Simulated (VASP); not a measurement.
Runs of VASP 6.6.1 on Ta. All rows change the cell; the cell of one of them follows. The typed cell holds 1 atom: a = 2.878 Å, b = 2.876 Å, c = 2.867 Å, α = 107.90°, β = 109.43°, γ = 112.18°. 

```csv
task,level,cell,cutoff (eV),optimiser,gap on the mesh (eV),pressure (GPa),relaxed volume (Å³/atom)
relaxation of cell and atoms,r2SCAN,"relaxed from: cell sheared at random, sigma 0.03, atoms nudged by 0.01 Å",600,-,none,0.0,(a)
relaxation of cell and atoms,rSCAN,"relaxed from: cell sheared at random, sigma 0.03, atoms nudged by 0.01 Å",600,-,none,0.1,17.82
relaxation of cell and atoms,r2SCAN+D4,"relaxed from: cell sheared at random, sigma 0.03, atoms nudged by 0.01 Å",600,-,none,0.0,17.80
relaxation of the atoms,r2SCAN,"atoms relaxed from: cell sheared at random, sigma 0.03, atoms nudged by 0.01 Å; cell strained at random at fixed volume",520,FIRE,none,0.4,-
```

Alike in all rows: potentials or basis VASP PAW PBE potentials, release 64 (Ta_pv); no spin polarisation; k mesh 8 × 8 × 8; smearing methfessel-paxton 0.1 eV.

**Question.** Fill in the values left out.

**Answer.** (a) 17.87.

Caveats: the PAW data sets were made with another functional, which shifts forces and pressure a little; pairwise dispersion overbinds metals, which lowers pressure and volume (some runs); the relaxation stopped at its first step, so nothing moved (some runs).

A k mesh can miss the band edges, and the runs leave out spin-orbit coupling on Ta.

A gap of «none» marks a metal or a gap under the smearing width.
